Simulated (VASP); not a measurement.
# Cs (I4/mmm) in VASP: notebook

The runs below take Cs through single point, with PBE.

All numbers are computed with VASP 6.6.1; they aren't measurements. Logs are shortened: lines on timing, memory, paths and dates and some standing lists are left out, and cuts for length are marked.

**1. Starting point**

It takes space group I4/mmm (No. 139, tetragonal). Conventional cell: a = 5.500 Å, b = 5.500 Å, c = 8.194 Å, α = 90.00°, β = 90.00°, γ = 90.00°.

This isn't the form of Cs at room conditions, which is bcc.

**2. Single point, PBE**

INCAR

```
PREC = Accurate
ENCUT = 250
EDIFF = 1E-6
ISMEAR = 1
SIGMA = 0.15
LREAL = False
LASPH = True
NELM = 100
ALGO = Normal
ISIF = 2
LWAVE = False
LCHARG = False
GGA = PE
NBANDS = 10
ADDGRID = False
```

KPOINTS

```
regular mesh
0
Gamma
  10 10 10
```

POSCAR

```
Cs
1.0
   -2.7500754600      2.7500754600      4.0972389800
    2.7500754600     -2.7500754600      4.0972389800
    2.7500754600      2.7500754600     -4.0972389800
Cs
1
Direct
    0.0000000000      0.0000000000      0.0000000000
```

Potentials or basis: VASP PAW PBE potentials, release 64 (Cs_sv).

Command:

```bash
cat potpaw_PBE.64/Cs_sv/POTCAR > POTCAR
mpirun -np 1 vasp_std > vasp.out
```

OUTCAR:

```text
PREC = Accurate
   ENCUT = 250
   EDIFF = 1E-6
   ISMEAR = 1
   LREAL = False
   LASPH = True
   NELM = 100
   ISIF = 2
   GGA = PE

 Found    102 irreducible k-points:

 Following reciprocal coordinates:
            Coordinates               Weight
  0.000000  0.000000  0.000000      1.000000
  0.100000  0.000000  0.000000      8.000000
  0.200000  0.000000  0.000000      8.000000
  0.300000 -0.000000  0.000000      8.000000
  0.400000  0.000000  0.000000      8.000000
  0.500000 -0.000000  0.000000      4.000000
   k-points           NKPTS =    102   k-points in BZ     NKDIM =    102   number of bands    NBANDS=     10
   number of dos      NEDOS =    301   number of ions     NIONS =      1
   total plane-waves  NPLWV =  27000
   dimension x,y,z NGX =    30 NGY =   30 NGZ =   30
   dimension x,y,z NGXF=    60 NGYF=   60 NGZF=   60
   ions per type =               1
   NGX,Y,Z   is equivalent  to a cutoff of   8.83,  8.83,  8.83 a.u.
   NGXF,Y,Z  is equivalent  to a cutoff of  17.66, 17.66, 17.66 a.u.
 SYSTEM =  unknown system
   PREC   = accura    normal or accurate (medium, high low for compatibility)
   ISTART =      0    job   : 0-new  1-cont  2-samecut
   ICHARG =      2    charge: 1-file 2-atom 10-const
   ISPIN  =      1    spin polarized calculation?
   LNONCOLLINEAR =      F non collinear calculations
   LSORBIT =      F    spin-orbit coupling
   LASPH  =      T    aspherical Exc in radial PAW
   ENCUT  =  250.0 eV  18.37 Ry    4.29 a.u.   7.28  7.28  7.28*2*pi/ulx,y,z
   NELM   =    100;   NELMIN=  2; NELMDL= -5     # of ELM steps
   EDIFF  = 0.1E-05   stopping-criterion for ELM
   LREAL  =      F    real-space projection
   EDIFFG = 0.1E-04   stopping-criterion for IOM
   NSW    =      0    number of steps for IOM
   IBRION =     -1    ionic relax: 0-MD 1-quasi-New 2-CG
   NFREE  =      0    steps in history (QN), initial steepest desc. (CG)
   ISIF   =      2    stress and relaxation
   ISYM   =      2    0-nonsym 1-usesym 2-fastsym
   POTIM  = 0.5000    time-step for ionic-motion
   TEBEG  =    0.0;   TEEND  =   0.0 temperature during run
   PSTRESS=    0.0 pullay stress
   NELECT =       9.0000    total number of electrons
   NUPDOWN=      -1.0000    fix difference up-down
   EMIN   =  10.00;   EMAX   =-10.00  energy-range for DOS
   EFERMI =   0.00;   METHOD = LEGACY
   ISMEAR =     1;   SIGMA  =   0.15  broadening in eV -4-tet -1-fermi 0-gaus
   EFERMI_NEDOS =   21; number of points for ismear=-14 and -15
   IALGO  =     38    algorithm
   IMIX   =      4    mixing-type and parameters
     AMIX     =   0.40;   BMIX     =  1.00
     AMIX_MAG =   1.60;   BMIX_MAG =  1.00
  volume/ion in A,a.u.               =     123.95       836.44
  Fermi-wavevector in a.u.,A,eV,Ry     =   0.682981  1.290648  6.346621  0.466463
  Thomas-Fermi vector in A             =   1.762213
   LORBIT       =      0    0 simple, 1 ext, 2 COOP (PROOUT), +10 PAW based schemes
   GGA     = PE    functional components
   LHFCALC =     F    Hartree Fock is set to
   AEXX    =    0.0000 exact exchange contribution
   IVDW    =     0    specifies the selected vdW correction
   LEPSILON=     F    determine dielectric tensor
   LRPA    =     F    only Hartree local field effects (RPA)
 non-spin polarized calculation
 Methfessel and Paxton  Order N= 1 SIGMA  =   0.15
  energy-cutoff  :      250.00
  volume of cell :      123.95
 maximum number of plane-waves:      1131
 NGX is ok and might be reduce to    30

 number of electron       9.0000008 magnetization

 Free energy of the ion-electron system (eV)
  ---------------------------------------------------
  ext. energy  EPLUGINS =         0.00000000
  ---------------------------------------------------
  free energy    TOTEN  =        -0.84858505 eV

  energy without entropy =       -0.84716947  energy(sigma->0) =       -0.84811319

 E-fermi :   0.2576     XC(G=0):  -5.2227

 val. band max:        0.2186677792   @ k =  -0.2000   0.4000   0.1000
 cond. band min:       0.2659827575   @ k =   0.5000  -0.0000   0.0000
 fundamental gap:      0.0473149783
 Fermi energy:         0.2576226763

 k-point     1 :       0.0000    0.0000    0.0000
  band No.  band energies     occupation
      1     -23.6186      2.00000
      2     -10.3785      2.00000
      3     -10.3773      2.00000
      4     -10.3773      2.00000
      5      -1.3296      2.00000
      6       2.5765     -0.00000
      7       2.7389     -0.00000
      8       2.7389     -0.00000
      9       3.5211      0.00000
     10       3.8416      0.00000

 k-point     2 :       0.1000    0.0000    0.0000
  band No.  band energies     occupation
      1     -23.6181      2.00000
      2     -10.3879      2.00000
      3     -10.3799      2.00000
      4     -10.3783      2.00000
      5      -1.2325      2.00000
      6       2.4764     -0.00000
      7       2.6858     -0.00000
      8       2.7870     -0.00000
      9       3.4565      0.00000
     10       3.7416      0.00000

 k-point     3 :       0.2000    0.0000    0.0000
  band No.  band energies     occupation
      1     -23.6170      2.00000
      2     -10.4145      2.00000
      3     -10.3845      2.00000
      4     -10.3809      2.00000
      5      -0.9535      2.00000
      6       2.0940     -0.00000
      7       2.6970     -0.00000
      8       2.8649     -0.00000
      9       3.4467      0.00000
     10       3.6232      0.00000

 k-point     4 :       0.3000   -0.0000    0.0000
  band No.  band energies     occupation
      1     -23.6157      2.00000
      2     -10.4469      2.00000
      3     -10.3901      2.00000
      4     -10.3842      2.00000
      5      -0.5308      2.00000
      6       1.6625     -0.00000
      7       2.5989     -0.00000
      8       2.8150     -0.00000
      9       3.7204      0.00000
     10       3.7791      0.00000

 k-point     5 :       0.4000    0.0000    0.0000
  band No.  band energies     occupation
      1     -23.6147      2.00000
      2     -10.4727      2.00000
      3     -10.3946      2.00000
      4     -10.3868      2.00000
      5      -0.0428      2.01585
      6       1.2418     -0.00000
      7       2.4823     -0.00000
      8       2.7056     -0.00000
      9       4.1410      0.00000
     10       4.1626      0.00000

 k-point     6 :       0.5000   -0.0000    0.0000
  band No.  band energies     occupation
      1     -23.6143      2.00000
      2     -10.4825      2.00000
      3     -10.3964      2.00000
      4     -10.3878      2.00000
      5       0.2660      0.90583
      6       0.9742     -0.00000
      7       2.4356     -0.00000
      8       2.6593     -0.00000
      9       4.3652      0.00000
     10       4.4145      0.00000

 [... further k-points ...]

------------------------ aborting loop because EDIFF is reached ----------------------------------------

  FORCE on cell =-STRESS in cart. coord.  units (eV):
  Direction    XX          YY          ZZ          XY          YZ          ZX
  --------------------------------------------------------------------------------------
  -------------------------------------------------------------------------------------
  Total       -0.0849598     -0.0849598     -0.1054408      0.0000000      0.0000000      0.0000000
  in kB       -1.0982048     -1.0982048     -1.3629465      0.0000000      0.0000000      0.0000000
  external PRESSURE =      -1.1864520 kB  Pullay stress =       0.0000000 kB

 VOLUME and BASIS-vectors are now :
 -----------------------------------------------------------------------------
  energy-cutoff  :      250.00
  volume of cell :      123.95
      direct lattice vectors                 reciprocal lattice vectors
    -2.750075460  2.750075460  4.097238980     0.000000000  0.181813193  0.122033399
     2.750075460 -2.750075460  4.097238980     0.181813193  0.000000000  0.122033399
     2.750075460  2.750075460 -4.097238980     0.181813193  0.181813193  0.000000000

 POSITION                                       TOTAL-FORCE (eV/Angst)
 -----------------------------------------------------------------------------------
      0.00000      0.00000      0.00000         0.000000      0.000000     -0.000000
 -----------------------------------------------------------------------------------
    total drift:                               -0.000000     -0.000000      0.000000

  FREE ENERGIE OF THE ION-ELECTRON SYSTEM (eV)
  ---------------------------------------------------
  free  energy   TOTEN  =        -0.8485850475 eV

  energy  without entropy=       -0.8471694728  energy(sigma->0) =       -0.84811319
```

It took 19 s on 1 thread of Intel Xeon Platinum 8488C (Sapphire Rapids), shared host; peak memory 0.18 GiB.

The run converged, but some of its settings lie outside the range that counts as converged, so its numbers aren't taken as properties of the crystal.

Results:

```yaml
Free_energy: -0.8486 eV
Band_gap_on_the_k_mesh: none (metal or under the smearing width)
```

Caveat: the cutoff is under 1.25 times the usual one of these potentials, so pressure, stress and relaxed cells hold a basis-set (Pulay) error.

**3. Single point, PBE**

This run uses another cell than the first one, of the same volume but with other edges.

INCAR is that of step 2.

KPOINTS is that of step 2.

POSCAR

```
Cs
1.0
   -2.6528630000      2.7200140000      3.9488130000
    2.8833600000     -2.6988260000      4.0893020000
    2.7318000000      2.7777640000     -3.9345920000
Cs
1
Direct
    0.0073440000      0.0133040000      0.0001460000
```

Potentials or basis: VASP PAW PBE potentials, release 64 (Cs_sv).

Command:

```bash
cat potpaw_PBE.64/Cs_sv/POTCAR > POTCAR
mpirun -np 1 vasp_std > vasp.out
```

Wall time 76 s (1 thread of Intel Xeon Platinum 8488C (Sapphire Rapids), shared host); peak memory 0.31 GiB.

The run converged, but some of its settings lie outside the range that counts as converged, so its numbers aren't taken as properties of the crystal.

What came out:

| Property | Result |
| --- | --- |
| Free energy | -0.8473 eV |
| Band gap on the k mesh | none (metal or under the smearing width) |

Caveat: the cutoff is under 1.25 times the usual one of these potentials, so pressure, stress and relaxed cells hold a basis-set (Pulay) error.

**4. Single point, PBE**

INCAR: that of step 3 with these lines changed.

```diff
@@ -1,3 +1,3 @@
 PREC = Accurate
-ENCUT = 250
+ENCUT = 300
 EDIFF = 1E-6
```

KPOINTS is that of step 3.

POSCAR

```
Cs
1.0
   -2.7500754600      2.7500754600      4.0972389800
    2.7500754600     -2.7500754600      4.0972389800
    2.7500754600      2.7500754600     -4.0972389800
Cs
1
Direct
    0.0000000000      0.0000000000      0.0000000000
```

Command:

```bash
cat potpaw_PBE.64/Cs_sv/POTCAR > POTCAR
mpirun -np 1 vasp_std > vasp.out
```

Wall time 16 s (1 thread of Intel Xeon Platinum 8488C (Sapphire Rapids), shared host); peak memory 0.19 GiB.

These settings aren't checked as converged: the numbers below hold their error.

Results:

| Item | Value |
| --- | --- |
| Free energy | -0.8482 eV |
| Pressure | -0.1 GPa |
| Band gap on the k mesh | none (metal or under the smearing width) |

**5. The reference run**

An earlier run on the cell as given: functional PBE; potentials or basis VASP PAW PBE potentials, release 64 (Cs_sv); cutoff 520 eV; k mesh 7 × 7 × 7; occupations fermi-dirac, width 0.05 eV; no spin polarisation.

* Pressure: -0.1 GPa
* Band gap on the k mesh: none (metal or under the smearing width)
